## Question

A radical found in a process stream is to be identified from its electron paramagnetic resonance spectrum. The isotropic hyperfine coupling of $^{14}\mathrm{N}$ measures how strongly the unpaired electron acts on the nitrogen nucleus, and it sets the spacing of the lines. The table compares five density functionals with measured magnitudes for eight radicals, among them the anions of pyridazine (c1ccnnc1) and pyrazine (c1cnccn1) and the cations of dihydropyrazine (C1=CNC=CN1) and aniline (Nc1ccccc1).

Isotropic 14N hyperfine couplings of eight radicals from PySCF 2.14.0 (unrestricted Kohn-Sham, density fitting, non-relativistic, gas phase), with IGLO-III on C and N, pcH-1 on H and PBE0-D3(BJ)/def2-SVP geometries. Measured values are without sign, and the medium is that of the measurement. Atoms are numbered among the non-hydrogen atoms in SMILES order.

| case (SMILES) | medium | measured (MHz) | PBE less measured (MHz) | B3LYP less measured (MHz) | PBE0 less measured (MHz) | BHandHLYP less measured (MHz) | CAM-B3LYP less measured (MHz) |
| --- | --- | --- | --- | --- | --- | --- | --- |
| [CH2]C#N atom 3 | gas | 9.49 | -4.5 | 0.3 | -1.1 | 7.1 | -0.4 |
| c1ccnnc1 atom 4 | unstated | 16.5 | -8.1 | -2.3 | -2.4 | 7.0 | -1.8 |
| c1cnccn1 atom 3 | unstated | 20.2 | -8.8 | -1.7 | -1.7 | 9.0 | -1.0 |
| C1=CNC=CN1 atom 3 | solution | 20.7 | -11.4 | -5.9 | -5.2 | 3.6 | -5.2 |
| Nc1ccccc1 atom 1 | solution | 21.5 | -12.3 | -7.1 | -6.6 | 1.4 | -7.0 |
| [NH2] atom 1 | unstated | 28 | -9.2 | -0.2 | -3.2 | 9.9 | -3.7 |
| C=[N] atom 2 | unstated | 28.6 | -15.8 | -5.8 | -9.2 | 5.6 | -8.3 |
| C[N]C atom 2 | unstated | 41.4 | -17.8 | -7.3 | -8.3 | 6.2 | -8.8 |

PBE contains no exact exchange, B3LYP 20 %, PBE0 25 % and BHandHLYP 50 %. In CAM-B3LYP the share rises with the distance between the electrons, from 19 % to 65 %. One full 2s electron on nitrogen would give a coupling of roughly 1800 MHz.

(a) Which functional should be used, and what error should be expected?

(b) Why does the coupling depend so strongly on exact exchange?

(c) Estimate the B3LYP coupling of the dimethylaminyl radical, C[N]C, from its PBE and BHandHLYP values. Is there one share of exchange that suits all eight radicals?

(d) A signal shows a nitrogen coupling of 21.5 MHz. Can B3LYP decide between the aniline cation and the pyrazine anion?

## Model answer

**(a)** B3LYP is the reasonable default, with a typical (root-mean-square) error of about 5 MHz and a tendency to come out low. PBE is too low for every radical and BHandHLYP too high for every one. The two lie 12 to 24 MHz apart, so the choice between them matters far more than an accuracy of a few megahertz allows. PBE0 and CAM-B3LYP have typical errors only slightly above that of B3LYP, and eight radicals are too few to rank the three firmly. For the four charged radicals they agree within 1 MHz.

The cost follows from the exact exchange. PBE avoids it and is the cheapest. With density fitting, the work for exact exchange grows roughly as the fourth power of the size of the molecule, so a molecule twice as large needs about sixteen times the effort for this part. The percentage is only a multiplier, so BHandHLYP costs about as much as B3LYP, while CAM-B3LYP needs an additional long-range exchange term. PBE therefore saves effort at the price of the largest typical error, and CAM-B3LYP spends more without a gain here.

**(b)** Consider first the limit in which the two electrons of every pair share exactly the same orbital. The unpaired electron occupies a p-type orbital, which has a node at the nitrogen nucleus. The isotropic coupling counts only spin density at the nucleus itself, so in this limit it would vanish.

The real coupling arises because the unpaired electron disturbs the pairs. Exchange acts only between electrons of the same spin, so the two partners in each s shell feel slightly different forces and take slightly different shapes. Their spin densities at the nucleus then no longer cancel. This is spin polarisation, and it is a small imbalance: the 28 MHz measured for [NH2] is less than 2 % of what a full 2s electron would give.

A small imbalance is easily changed by a large factor. Theory argues that exact exchange strengthens the polarising force, which a semilocal functional such as PBE underestimates. The calculation for [NH2] supports this. From PBE to BHandHLYP its coupling doubles, whereas the unpaired spin assigned to nitrogen changes by only about 0.2 %. The spin has hardly moved between the atoms; what has changed is its density at the nucleus. These two functionals also differ in their semilocal parts, but PBE0, which only replaces a quarter of the exchange in PBE by exact exchange, already raises the coupling from 18.8 to 24.8 MHz. In [CH2]C#N the spin on nitrogen does grow, by about 31 %, but this alone cannot explain why the coupling there more than triples.

The same reasoning tells what to expect elsewhere. If the unpaired electron occupies an orbital with s character at the nucleus in question, as at the radical carbon of phenyl, much of the coupling is present before any pair is disturbed. The relative effect of exact exchange should then be smaller. Where the orbital has a node at the nucleus, the choice of functional deserves more care. The table shows a strong rise with exact exchange for nitrogen; for other elements the size of the effect has to be tested.

**(c)** Suppose that a share $x$ of the semilocal exchange is replaced by exact exchange. The polarising force then changes in proportion to $x$. If the s shells respond in proportion to this weak force, the coupling $A$ follows a straight line:

$$A(x)=A_{\mathrm{PBE}}+\frac{x}{50\,\%}\,\left(A_{\mathrm{BHandHLYP}}-A_{\mathrm{PBE}}\right)$$

For dimethylaminyl, the measured value plus the error gives $41.4-17.8=23.6$ MHz with PBE and $41.4+6.2=47.6$ MHz with BHandHLYP. At 20 % exchange the line predicts

$$A=23.6+0.4\times 24.0=33.2\ \mathrm{MHz}.$$

The B3LYP calculation, which was not used to draw the line, gives 34.1 MHz.

The line comes within 1.5 MHz of B3LYP for all eight radicals, but it lies above PBE0 for every one, by up to about 4 MHz. The share of exact exchange is therefore not all that counts. For [NH2], PBE0 with 25 % exchange gives 24.8 MHz, less than the 27.8 MHz of B3LYP with 20 %, so the semilocal functional that accompanies the exact exchange matters too. The line ignores this, and its close match with B3LYP does not prove that the response is linear. Exact exchange nevertheless has a strong effect of its own, because PBE0 keeps the semilocal functional of PBE and still raises every coupling, by 3.4 to 9.5 MHz. The output printed after this text gives this line, drawn through the PBE and BHandHLYP values of each radical, and its misses.

No single share suits all the radicals. Read backwards, the line asks for about 19 % exchange to reproduce the measured coupling of [CH2]C#N, but about 45 % for the aniline cation. A share tuned on one radical would therefore mislead for another.

**(d)** No. B3LYP gives 14.4 MHz for the aniline cation and 18.5 MHz for the pyrazine anion, so the signal would be assigned to pyrazine. Yet 21.5 MHz is the measured value of the aniline cation; that of the pyrazine anion is 20.2 MHz. The sounder evidence is the pattern of lines, because pyrazine has two equivalent nitrogen nuclei and aniline only one.

B3LYP is still useful for coarser questions. It clearly separates dimethylaminyl, measured at 41.4 MHz, from [CH2]C#N, measured at 9.49 MHz. An assignment should rest on the nitrogen coupling alone only if the candidates differ by clearly more than the error of the method.

## Remarks on the reasoning

**The smallest average error does not make a functional the best for each case.** BHandHLYP is closer to the measured value than B3LYP for four of the eight radicals, though for C=[N] only by a hair. Nothing in the average tells beforehand to which group a new radical belongs. A PBE and a BHandHLYP calculation beside the B3LYP one show how sensitive the new case is. Their interval contains the measured value for all eight radicals, but it is too wide to serve as a fine error bar.

**Good agreement can come from a doubtful state.** BHandHLYP has its smallest error, 1.4 MHz, for the aniline cation. In the same calculation the expectation value of the squared spin lies above the 0.75 of a pure doublet, and this is the largest deviation among the eight BHandHLYP calculations. Some excess comes with spin polarisation itself, but it also means that higher spin states have mixed in, which can exaggerate the coupling. This close agreement is therefore a weak argument for using 50 % exchange.

**A common correction factor helps only on average.** B3LYP is low on average, which invites scaling all its results by about 1.2. This would lower the typical error for these eight radicals, but they are the same ones from which the factor is taken, so it says little about a new radical. It would also raise [NH2] from 27.8 to about 33 MHz, although the measured value is 28 MHz. Nor can a common factor change the order of two radicals, and the order is what fails in part (d).

**Some of the error may not belong to the functional.** All five functionals place the pyrazine anion above the aniline cation, and the gap widens from 2.2 MHz with PBE to 6.3 MHz with BHandHLYP. More exchange thus makes the wrong order worse. The calculations treat rigid molecules in the gas phase, where the anion may not even hold its additional electron, while the aniline cation was measured in solution. Motion of the amino group out of the plane would mix s character into the unpaired orbital and could raise the measured coupling, but whether this accounts for the discrepancy is a guess that would need a vibrational average to test.

Printed output of the fit:

```
Computed 14N couplings in MHz:
                row   PBE  B3LYP  PBE0  BHandHLYP  CAM-B3LYP  BHandHLYP over PBE
    [CH2]C#N atom 3  4.99   9.79  8.39      16.59       9.09               3.325
    c1ccnnc1 atom 4   8.4   14.2  14.1       23.5       14.7               2.798
    c1cnccn1 atom 3  11.4   18.5  18.5       29.2       19.2               2.561
  C1=CNC=CN1 atom 3   9.3   14.8  15.5       24.3       15.5               2.613
   Nc1ccccc1 atom 1   9.2   14.4  14.9       22.9       14.5               2.489
       [NH2] atom 1  18.8   27.8  24.8       37.9       24.3               2.016
       C=[N] atom 2  12.8   22.8  19.4       34.2       20.3               2.672
       C[N]C atom 2  23.6   34.1  33.1       47.6       32.6               2.017
Exchange line and remedies:
                row  BHandHLYP less PBE (MHz)  line less B3LYP (MHz)  line less PBE0 (MHz)  exchange needed (%)  measured over B3LYP  CAM-B3LYP less B3LYP (MHz)
    [CH2]C#N atom 3                      11.6                  -0.16                   2.4                 19.4               0.9694                        -0.7
    c1ccnnc1 atom 4                      15.1                   0.24                  1.85                26.82                1.162                         0.5
    c1cnccn1 atom 3                      17.8                   0.02                   1.8                24.72                1.092                         0.7
  C1=CNC=CN1 atom 3                        15                    0.5                   1.3                   38                1.399                         0.7
   Nc1ccccc1 atom 1                      13.7                   0.28                  1.15                44.89                1.493                         0.1
       [NH2] atom 1                      19.1                  -1.36                  3.55                24.08                1.007                        -3.5
       C=[N] atom 2                      21.4                  -1.44                   4.1                36.92                1.254                        -2.5
       C[N]C atom 2                        24                   -0.9                   2.5                37.08                1.214                        -1.5
rms error of PBE (MHz): 11.7
rms error of B3LYP (MHz): 4.749
rms error of PBE0 (MHz): 5.525
rms error of BHandHLYP (MHz): 6.737
rms error of CAM-B3LYP (MHz): 5.482
mean error of B3LYP (MHz): -3.75
rows where BHandHLYP is closer than B3LYP: 4
rms miss of the line for B3LYP (MHz): 0.802
rms miss of the line for PBE0 (MHz): 2.527
pyrazine anion less aniline cation, measured (MHz): -1.3
pyrazine anion less aniline cation, PBE (MHz): 2.2
pyrazine anion less aniline cation, B3LYP (MHz): 4.1
pyrazine anion less aniline cation, BHandHLYP (MHz): 6.3
growth of N spin population in NH2, PBE to BHandHLYP (%): 0.2435
growth of N spin population in CH2CN, PBE to BHandHLYP (%): 30.53
measured NH2 coupling as share of a full 2s electron (%): 1.556
```
